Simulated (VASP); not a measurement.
# SnSe2 (P-3m1) in VASP: further runs

The runs below take SnSe2 through single point, with PBE.

All numbers are computed with VASP 6.6.1; they aren't measurements. Logs are shortened: lines on timing, memory, paths and dates and some standing lists are left out, and cuts for length are marked.

### 1 The crystal as given

Symmetry: P-3m1, No. 164, trigonal system. The conventional cell has a = 3.811 Å, b = 3.811 Å, c = 6.136 Å, α = 90.00°, β = 90.00°, γ = 120.00°. Sn (site symmetry -3m) has 6 Se at 2.68 Å as nearest neighbours. Se (site symmetry 3m) has 3 Sn at 2.68 Å as nearest neighbours.

### 2 Single point, PBE, spin-orbit coupling, no magnetisation

The input, INCAR:

```
ALGO = Normal ; EDIFF = 1E-7
ENCUT = 650 ; GGA = PE
GGA_COMPAT = False ; ISIF = 2
ISMEAR = 0 ; LASPH = True
LCHARG = False ; LNONCOLLINEAR = True
LORBIT = 11 ; LREAL = False
LSORBIT = True ; LWAVE = False
MAGMOM = 0 0 0 0 0 0 0 0 0 ; NBANDS = 42
NELM = 100 ; PREC = Accurate
SIGMA = 0.02
```

The input, KPOINTS:

```
k-points
0
Gamma
  7 7 4
```

The input, POSCAR:

```
SnSe2
1.0
    3.8110000000      0.0000000000      0.0000000000
   -1.9055000000      3.3004228138      0.0000000000
    0.0000000000      0.0000000000      6.1360000000
Sn Se
1 2
Direct
    0.0000000000      0.0000000000      0.0000000000
    0.6666666667      0.3333333333      0.7510000000
    0.3333333333      0.6666666667      0.2490000000
```

Potentials or basis: VASP PAW PBE potentials, release 64 (Sn_d, Se).

Command:

```sh
$ cat potpaw_PBE.64/Sn_d/POTCAR potpaw_PBE.64/Se/POTCAR > POTCAR
$ mpirun -np 1 vasp_ncl > vasp.out
```

OUTCAR:

```text
EDIFF = 1E-7
   ENCUT = 650
   GGA = PE
   ISIF = 2
   ISMEAR = 0
   LASPH = True
   LNONCOLLINEAR = True
   LORBIT = 11
   LREAL = False
   LSORBIT = True
   NELM = 100
   PREC = Accurate

 Found     28 irreducible k-points:

 Following reciprocal coordinates:
            Coordinates               Weight
  0.000000  0.000000  0.000000      1.000000
  0.142857  0.000000  0.000000      6.000000
  0.285714 -0.000000  0.000000      6.000000
  0.428571 -0.000000  0.000000      6.000000
  0.142857  0.142857  0.000000      6.000000
  0.285714  0.142857  0.000000     12.000000
   k-points           NKPTS =     28   k-points in BZ     NKDIM =     28   number of bands    NBANDS=     42
   number of dos      NEDOS =    301   number of ions     NIONS =      3
   total plane-waves  NPLWV =  55296
   dimension x,y,z NGX =    32 NGY =   32 NGZ =   54
   dimension x,y,z NGXF=    64 NGYF=   64 NGZF=  108
   ions per type =               1   2
   NGX,Y,Z   is equivalent  to a cutoff of  13.96, 13.96, 14.63 a.u.
   NGXF,Y,Z  is equivalent  to a cutoff of  27.92, 27.92, 29.26 a.u.
 SYSTEM =  unknown system
   PREC   = accura    normal or accurate (medium, high low for compatibility)
   ISTART =      0    job   : 0-new  1-cont  2-samecut
   ICHARG =      2    charge: 1-file 2-atom 10-const
   ISPIN  =      1    spin polarized calculation?
   LNONCOLLINEAR =      T non collinear calculations
   LSORBIT =      T    spin-orbit coupling
   LASPH  =      T    aspherical Exc in radial PAW
   ENCUT  =  650.0 eV  47.77 Ry    6.91 a.u.   7.92  7.92 12.76*2*pi/ulx,y,z
   NELM   =    100;   NELMIN=  2; NELMDL= -5     # of ELM steps
   EDIFF  = 0.1E-06   stopping-criterion for ELM
   LREAL  =      F    real-space projection
   EDIFFG = 0.1E-05   stopping-criterion for IOM
   NSW    =      0    number of steps for IOM
   IBRION =     -1    ionic relax: 0-MD 1-quasi-New 2-CG
   NFREE  =      0    steps in history (QN), initial steepest desc. (CG)
   ISIF   =      2    stress and relaxation
   ISYM   =      2    0-nonsym 1-usesym 2-fastsym
   POTIM  = 0.5000    time-step for ionic-motion
   TEBEG  =    0.0;   TEEND  =   0.0 temperature during run
   PSTRESS=    0.0 pullay stress
   NELECT =      26.0000    total number of electrons
   NUPDOWN=      -1.0000    fix difference up-down
   EMIN   =  10.00;   EMAX   =-10.00  energy-range for DOS
   EFERMI =   0.00;   METHOD = LEGACY
   ISMEAR =     0;   SIGMA  =   0.02  broadening in eV -4-tet -1-fermi 0-gaus
   EFERMI_NEDOS =   21; number of points for ismear=-14 and -15
   IALGO  =     38    algorithm
   IMIX   =      4    mixing-type and parameters
     AMIX     =   0.40;   BMIX     =  1.00
     AMIX_MAG =   1.60;   BMIX_MAG =  1.00
  volume/ion in A,a.u.               =      25.73       173.61
  Fermi-wavevector in a.u.,A,eV,Ry     =   1.139116  2.152617 17.654722  1.297585
  Thomas-Fermi vector in A             =   2.275820
   LORBIT       =     11    0 simple, 1 ext, 2 COOP (PROOUT), +10 PAW based schemes
   GGA     = PE    functional components
   LHFCALC =     F    Hartree Fock is set to
   AEXX    =    0.0000 exact exchange contribution
   IVDW    =     0    specifies the selected vdW correction
   LEPSILON=     F    determine dielectric tensor
   LRPA    =     F    only Hartree local field effects (RPA)
 Gauss-broadening in eV      SIGMA  =   0.02
  energy-cutoff  :      650.00
  volume of cell :       77.18
 maximum number of plane-waves:      5848
   NGX = 15   NGY = 15   NGZ = 25

 number of electron      26.0000000 magnetization       0.0000000      0.0000000      0.0000000

 number of electron      26.0000005 magnetization      -0.0000000      0.0000000      0.0000000

 number of electron      26.0000005 magnetization       0.0000000     -0.0000000     -0.0000000

 Free energy of the ion-electron system (eV)
  ---------------------------------------------------
  ext. energy  EPLUGINS =         0.00000000
  ---------------------------------------------------
  free energy    TOTEN  =       -11.83372557 eV

  energy without entropy =      -11.83372557  energy(sigma->0) =      -11.83372557

 E-fermi :   4.3548     XC(G=0):  -9.4535

 val. band max:        4.2345145337   @ k =   0.1429   0.0000   0.0000
 cond. band min:       4.9851953868   @ k =   0.0000   0.4286   0.2500
 fundamental gap:      0.7506808531
 Fermi energy:         4.3548238971

 k-point     1 :       0.0000    0.0000    0.0000
  band No.  band energies     occupation
      1     -17.6843      1.00000
      2     -17.6843      1.00000
      3     -17.6665      1.00000
      4     -17.6665      1.00000
      5     -16.6665      1.00000
      6     -16.6665      1.00000
[... 30 lines left out ...]
     37      13.1070      0.00000
     38      13.1070      0.00000

 k-point     2 :       0.1429    0.0000    0.0000
  band No.  band energies     occupation
      1     -17.6832      1.00000
      2     -17.6832      1.00000
      3     -17.6676      1.00000
      4     -17.6676      1.00000
      5     -16.6656      1.00000
      6     -16.6656      1.00000
[... 30 lines left out ...]
     37      12.5682      0.00000
     38      12.5682      0.00000

 k-point     3 :       0.2857   -0.0000    0.0000
  band No.  band energies     occupation
      1     -17.6835      1.00000
      2     -17.6835      1.00000
      3     -17.6684      1.00000
      4     -17.6684      1.00000
      5     -16.6715      1.00000
      6     -16.6715      1.00000
[... 30 lines left out ...]
     37      12.6262      0.00000
     38      12.6262      0.00000

 k-point     4 :       0.4286   -0.0000    0.0000
  band No.  band energies     occupation
      1     -17.6863      1.00000
      2     -17.6863      1.00000
      3     -17.6672      1.00000
      4     -17.6672      1.00000
      5     -16.6806      1.00000
      6     -16.6806      1.00000
[... 30 lines left out ...]
     37      13.9446      0.00000
     38      13.9446      0.00000

 k-point     5 :       0.1429    0.1429    0.0000
  band No.  band energies     occupation
      1     -17.6825      1.00000
      2     -17.6825      1.00000
      3     -17.6689      1.00000
      4     -17.6689      1.00000
      5     -16.6679      1.00000
      6     -16.6679      1.00000
[... 30 lines left out ...]
     37      11.4719      0.00000
     38      11.4719      0.00000

 k-point     6 :       0.2857    0.1429    0.0000
  band No.  band energies     occupation
      1     -17.6832      1.00000
      2     -17.6832      1.00000
      3     -17.6693      1.00000
      4     -17.6693      1.00000
      5     -16.6742      1.00000
      6     -16.6742      1.00000
[... 30 lines left out ...]
     37      12.1617      0.00000
     38      12.1617      0.00000

 [... further k-points ...]

 [bands above 38 left out]

------------------------ aborting loop because EDIFF is reached ----------------------------------------

  FORCE on cell =-STRESS in cart. coord.  units (eV):
  Direction    XX          YY          ZZ          XY          YZ          ZX
  --------------------------------------------------------------------------------------
  -------------------------------------------------------------------------------------
  Total        2.5143030      2.5143030      3.2100150      0.0000000      0.0000000      0.0000000
  in kB       52.1956502     52.1956502     66.6382780      0.0000000      0.0000000      0.0000000
  external PRESSURE =      57.0098595 kB  Pullay stress =       0.0000000 kB

 VOLUME and BASIS-vectors are now :
 -----------------------------------------------------------------------------
  energy-cutoff  :      650.00
  volume of cell :       77.18
      direct lattice vectors                 reciprocal lattice vectors
     3.811000000  0.000000000  0.000000000     0.262398321  0.151495741  0.000000000
    -1.905500000  3.300422814  0.000000000     0.000000000  0.302991482  0.000000000
     0.000000000  0.000000000  6.136000000     0.000000000  0.000000000  0.162972621

 POSITION                                       TOTAL-FORCE (eV/Angst)
 -----------------------------------------------------------------------------------
      0.00000      0.00000      0.00000        -0.000000      0.000000      0.000000
      1.90550      1.10014      4.60814         0.000000     -0.000000     -0.806787
     -0.00000      2.20028      1.52786        -0.000000      0.000000      0.806787
 -----------------------------------------------------------------------------------
    total drift:                                0.000000     -0.000000      0.000000

  FREE ENERGIE OF THE ION-ELECTRON SYSTEM (eV)
  ---------------------------------------------------
  free  energy   TOTEN  =       -11.8337255656 eV

  energy  without entropy=      -11.8337255656  energy(sigma->0) =      -11.83372557

 Spin-Orbit-Coupling matrix elements

 Ion:    1  E_soc:     -0.0907688
 l=   1
     0.0000000    -0.0091236    -0.0090565
    -0.0091236     0.0000000    -0.0091236
    -0.0090565    -0.0091236     0.0000000
 l=   2
     0.0000000    -0.0011969     0.0000000    -0.0011969    -0.0048280
    -0.0011969     0.0000000    -0.0036365    -0.0011920    -0.0011969
     0.0000000    -0.0036365     0.0000000    -0.0036365     0.0000000
    -0.0011969    -0.0011920    -0.0036365     0.0000000    -0.0011969
    -0.0048280    -0.0011969     0.0000000    -0.0011969     0.0000000
 l=   3
     0.0000000     0.0000000     0.0000000     0.0000000     0.0000000     0.0000000     0.0000000
     0.0000000     0.0000000     0.0000000     0.0000000     0.0000000     0.0000000     0.0000000
     0.0000000     0.0000000     0.0000000     0.0000000     0.0000000     0.0000000     0.0000000
     0.0000000     0.0000000     0.0000000     0.0000000     0.0000000     0.0000000     0.0000000
     0.0000000     0.0000000     0.0000000     0.0000000     0.0000000     0.0000000     0.0000000
     0.0000000     0.0000000     0.0000000     0.0000000     0.0000000     0.0000000     0.0000000
     0.0000000     0.0000000     0.0000000     0.0000000     0.0000000     0.0000000     0.0000000

 Ion:    2  E_soc:     -0.0450617
 l=   1
     0.0000000    -0.0074489    -0.0076374
    -0.0074489     0.0000000    -0.0074489
    -0.0076374    -0.0074489     0.0000000
 l=   2
     0.0000000    -0.0000002     0.0000000    -0.0000002    -0.0000027
    -0.0000002     0.0000000     0.0000019     0.0000039    -0.0000002
     0.0000000     0.0000019     0.0000000     0.0000019     0.0000000
    -0.0000002     0.0000039     0.0000019     0.0000000    -0.0000002
    -0.0000027    -0.0000002     0.0000000    -0.0000002     0.0000000
 l=   3
     0.0000000     0.0000000     0.0000000     0.0000000     0.0000000     0.0000000     0.0000000
     0.0000000     0.0000000     0.0000000     0.0000000     0.0000000     0.0000000     0.0000000
     0.0000000     0.0000000     0.0000000     0.0000000     0.0000000     0.0000000     0.0000000
     0.0000000     0.0000000     0.0000000     0.0000000     0.0000000     0.0000000     0.0000000
     0.0000000     0.0000000     0.0000000     0.0000000     0.0000000     0.0000000     0.0000000
     0.0000000     0.0000000     0.0000000     0.0000000     0.0000000     0.0000000     0.0000000
     0.0000000     0.0000000     0.0000000     0.0000000     0.0000000     0.0000000     0.0000000

 Ion:    3  E_soc:     -0.0450617
 l=   1
     0.0000000    -0.0074489    -0.0076374
    -0.0074489     0.0000000    -0.0074489
    -0.0076374    -0.0074489     0.0000000
 l=   2
     0.0000000    -0.0000002     0.0000000    -0.0000002    -0.0000027
    -0.0000002     0.0000000     0.0000019     0.0000039    -0.0000002
     0.0000000     0.0000019     0.0000000     0.0000019     0.0000000
    -0.0000002     0.0000039     0.0000019     0.0000000    -0.0000002
    -0.0000027    -0.0000002     0.0000000    -0.0000002     0.0000000
 l=   3
     0.0000000     0.0000000     0.0000000     0.0000000     0.0000000     0.0000000     0.0000000
     0.0000000     0.0000000     0.0000000     0.0000000     0.0000000     0.0000000     0.0000000
     0.0000000     0.0000000     0.0000000     0.0000000     0.0000000     0.0000000     0.0000000
     0.0000000     0.0000000     0.0000000     0.0000000     0.0000000     0.0000000     0.0000000
     0.0000000     0.0000000     0.0000000     0.0000000     0.0000000     0.0000000     0.0000000
     0.0000000     0.0000000     0.0000000     0.0000000     0.0000000     0.0000000     0.0000000
     0.0000000     0.0000000     0.0000000     0.0000000     0.0000000     0.0000000     0.0000000

 total charge

# of ion       s       p       d       tot
------------------------------------------
    1        1.053   1.063  10.117  12.233
    2        1.483   2.335   0.030   3.848
    3        1.483   2.335   0.030   3.848
--------------------------------------------------
tot          4.020   5.733  10.176  19.929

 magnetization (x)

# of ion       s       p       d       tot
------------------------------------------
    1       -0.000   0.000   0.000  -0.000
    2       -0.000   0.000   0.000   0.000
    3       -0.000   0.000   0.000   0.000
--------------------------------------------------
tot         -0.000   0.000   0.000   0.000

 magnetization (y)

# of ion       s       p       d       tot
------------------------------------------
    1        0.000  -0.000  -0.000  -0.000
    2        0.000  -0.000  -0.000  -0.000
    3        0.000  -0.000  -0.000  -0.000
--------------------------------------------------
tot          0.000  -0.000  -0.000  -0.000

 magnetization (z)

# of ion       s       p       d       tot
------------------------------------------
    1        0.000   0.000   0.000   0.000
    2        0.000   0.000   0.000   0.000
    3        0.000   0.000   0.000   0.000
--------------------------------------------------
tot          0.000   0.000   0.000   0.000
```

Run time: 6 min. Hardware: 1 thread of Intel Xeon Platinum 8375C at 2.90GHz (Ice Lake), shared host; peak memory 0.54 GiB.

The run converged, but some of its settings lie outside the range that counts as converged, so its numbers aren't taken as properties of the crystal.

Results:

```yaml
Free_energy: -11.8337 eV
Pressure: 5.7 GPa
Largest_force: 0.807 eV/Å
Valence_electrons_inside_the_program's_atomic_spheres: Sn 12.23; Se 3.85
```

Caveat: this functional lacks dispersion, which binds the layers, so the pressure and a relaxed spacing across them are unreliable.

### 3 Single point, PBE

This run uses another cell than the first one, of 88.28 Å³/atom, 3.432 times its volume.

The input, INCAR:

```
SYSTEM = SnSe2
PREC = Accurate
ENCUT = 650
EDIFF = 1E-7
ISMEAR = 0
SIGMA = 0.05
LREAL = .FALSE.
LASPH = .TRUE.
NELM = 120
ALGO = Normal
ISIF = 2
LWAVE = .FALSE.
LCHARG = .FALSE.
LDIPOL = .TRUE.
IDIPOL = 3
DIPOL = 0.5 0.5 0.500
GGA = PE
NBANDS = 24
LVHAR = .TRUE.
LVACPOTAV = .TRUE.
```

The input, KPOINTS:

```
regular mesh
0
G
  11 11 1
  0 0 0
```

The input, POSCAR:

```
SnSe2
1.0
    3.8110000000      0.0000000000      0.0000000000
   -1.9055000000      3.3004228100      0.0000000000
    0.0000000000      0.0000000000     21.0557280000
Se Sn
2 1
Direct
    0.6666666667      0.3333333333      0.4274371325
    0.3333333333      0.6666666667      0.5725628675
    0.0000000000      0.0000000000      0.5000000000
```

Potentials or basis: VASP PAW PBE potentials, release 64 (Se, Sn_d).

Command:

```sh
$ cat potpaw_PBE.64/Se/POTCAR potpaw_PBE.64/Sn_d/POTCAR > POTCAR
$ mpirun -np 1 vasp_std > vasp.out
```

It took 1.8 min on 1 thread of Intel Xeon 6975P-C (Granite Rapids), shared host; peak memory 0.51 GiB.

These settings aren't checked as converged: the numbers below hold their error.

Results:

```
Free energy                            : -11.7744 eV
Largest force                          : 0.884 eV/Å
Band gap on the k mesh                 : 1.01 eV, indirect (least direct gap 1.29 eV)
Ionisation potential of the upper face : 6.11 eV
```

Caveat: spin-orbit coupling is left out, which moves the levels of the heavy elements.

(Part 1 of 2 ends here.)
